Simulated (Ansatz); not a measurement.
Does relaxation matter for the field gradients of SiC?

Start: an entry of the Crystallography Open Database (COD), taken as it stands.

Space group P6_3mc (No. 186); a = 3.0790, c = 20.1460 Å, γ = 120.00°.

| site | Wyckoff | site symmetry | x | y | z |
| --- | --- | --- | --- | --- | --- |
| Si1 | 2b | 3m. | 0.3333 | 0.6667 | 0.2500 |
| Si3 | 2b | 3m. | 0.3333 | 0.6667 | 0.6250 |
| Si5 | 2a | 3m. | 0.0000 | 0.0000 | 0.0000 |
| Si7 | 2b | 3m. | 0.3333 | 0.6667 | 0.8750 |
| C9 | 2b | 3m. | 0.3333 | 0.6667 | 0.9690 |
| C11 | 2a | 3m. | 0.0000 | 0.0000 | 0.0940 |
| C13 | 2b | 3m. | 0.3333 | 0.6667 | 0.3440 |
| C15 | 2b | 3m. | 0.3333 | 0.6667 | 0.7190 |

One atom of each set is listed.

Method: Kohn–Sham DFT in Ansatz, PBE, plane waves and PAW, scalar-relativistic, 420 eV cutoff, Γ-centred 10×10×2 k-points, Fermi–Dirac smearing 0.02 eV.

The largest force at the start is 0.16 eV/Å. Relaxing the ions at fixed cell moves them by 0.006 Å at most (atom 15, C) and 0.003 Å rms. End positions:

Si1 (0.3333, 0.6667, 0.2501)
Si3 (0.3333, 0.6667, 0.6250)
Si5 (0.0000, 0.0000, 0.0001)
Si7 (0.3333, 0.6667, 0.8752)
C9 (0.3333, 0.6667, 0.9689)
C11 (0.0000, 0.0000, 0.0939)
C13 (0.3333, 0.6667, 0.3441)
C15 (0.3333, 0.6667, 0.7187)

| site | moved (Å) | first shell before | first shell after | V_zz before (10²¹ V/m²) | η before |
| --- | --- | --- | --- | --- | --- |
| Si1 | 0.002 | 4 C at 1.88–1.89 Å | 4 C at 1.89 Å | -0.015 | 0.00 |
| Si3 | 0.000 | 4 C at 1.88–1.89 Å | 4 C at 1.89 Å | 0.30 | 0.00 |
| Si5 | 0.002 | 4 C at 1.88–1.89 Å | 4 C at 1.89 Å | 0.26 | 0.00 |
| Si7 | 0.004 | 4 C at 1.88–1.89 Å | 4 C at 1.88–1.89 Å | 0.34 | 0.00 |
| C9 | 0.002 | 4 Si at 1.88–1.89 Å | 4 Si at 1.89 Å | 0.037 | 0.00 |
| C11 | 0.003 | 4 Si at 1.88–1.89 Å | 4 Si at 1.89 Å | 0.029 | 0.00 |
| C13 | 0.002 | 4 Si at 1.88–1.89 Å | 4 Si at 1.88–1.89 Å | 0.18 | 0.00 |
| C15 | 0.006 | 4 Si at 1.88–1.89 Å | 4 Si at 1.89 Å | 0.062 | 0.00 |

Problem. How do the gradients change?

Solution. 

```tsv
site	V_zz after	η after	change of V_zz
Si1	-0.092	0.00	-0.08
Si3	0.17	0.00	-0.13
Si5	0.13	0.00	-0.13
Si7	0.22	0.00	-0.12
C9	0.020	0.00	-0.02
C11	0.018	0.00	-0.01
C13	0.21	0.00	+0.03
C15	0.054	0.00	-0.01
```

The largest change of V_zz is on Si5, from 0.26 to 0.13.
